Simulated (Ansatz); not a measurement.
This script makes cell relaxations under several functionals of C, space group P-3m1 with the Ansatz DFT code, driven from Python.

Script `lattice_c.py`:
```python
"""Relaxed cell of C under several functionals."""

import ansatz
import numpy as np

def edges_and_angles(cell):
    cell = np.asarray(cell)
    a, b, c = np.linalg.norm(cell, axis=1)
    cosines = cell[1] @ cell[2] / (b * c), cell[0] @ cell[2] / (a * c), cell[0] @ cell[1] / (a * b)
    return (a, b, c, *np.degrees(np.arccos(cosines)))

material = (
    ansatz.Lattice.from_parameters(2.45623, 2.45623, 24.13396, alpha=90, beta=90, gamma=120)
    .space_group(164)
    .atom("C", (0.0, 0.0, 0.57047))
    .atom("C", (1 / 3, 2 / 3, 0.42952))
)

calc = (
    material.calculation()
    .kpoints(12, 12, 1, center="gamma")
    .occupations("cold", width=0.15)
    .relax(cell=True, force_tolerance=0.05)
)

levels = [("r2scan", "none"), ("pbesol", "d3bj"), ("pbesol", "none")]
print("level            a       b       c    alpha   beta  gamma  V/atom  steps")
for name, dispersion in levels:
    seen = []
    run = calc.functional(name, dispersion=dispersion).session().plan()
    outcome = run.execute(on_event=lambda e: seen.append(e) if e["event"] == "relax_step" else None)
    cell = outcome.lattice.cell_ang
    label = name if dispersion == "none" else f"{name}+{dispersion}"
    print("{:13s} {:7.4f} {:7.4f} {:7.4f} {:6.2f} {:6.2f} {:6.2f}".format(label, *edges_and_angles(cell)), f"{abs(np.linalg.det(cell)) / len(outcome.lattice.sites):7.3f} {len(seen):5d}")
```

Rank the levels of theory by the volume of the relaxed cell.

From smallest to largest: PBEsol+D3BJ (31.53 Å³ an atom, +0.0 % against the start), r2SCAN (31.56 Å³ an atom, +0.1 % against the start) and PBEsol (31.66 Å³ an atom, +0.4 % against the start). The spread is 0.4 % in volume.

What the script printed:

```console
$ python lattice_c.py
level            a       b       c    alpha   beta  gamma  V/atom  steps
DeckWarning: basis.ecutwfc = 500 eV, auto-derived from the records' recommended cutoffs: set by C (their level for a meta-GGA)
r2scan         2.4560  2.4560 24.1689  90.00  90.00 120.00  31.564     4
DeckWarning: basis.ecutwfc = 420 eV, auto-derived from the records' recommended cutoffs: set by C (normal level)
pbesol+d3bj    2.4585  2.4585 24.0915  90.00  90.00 120.00  31.525     5
pbesol         2.4587  2.4587 24.1902  90.00  90.00 120.00  31.662     4
```
(Warnings from the package without file and line.)

What to keep in mind:
- The cell holds layers, chains or clusters in vacuum, no bulk phase.
- Cold and Methfessel-Paxton smearing aren't meant for a gap as narrow as their width.
- This isn't the structure that C takes at ambient conditions.
- The whole script took 37 s on 1 thread of Arm Neoverse V2, with other jobs on the host, peak memory 0.67 GiB.
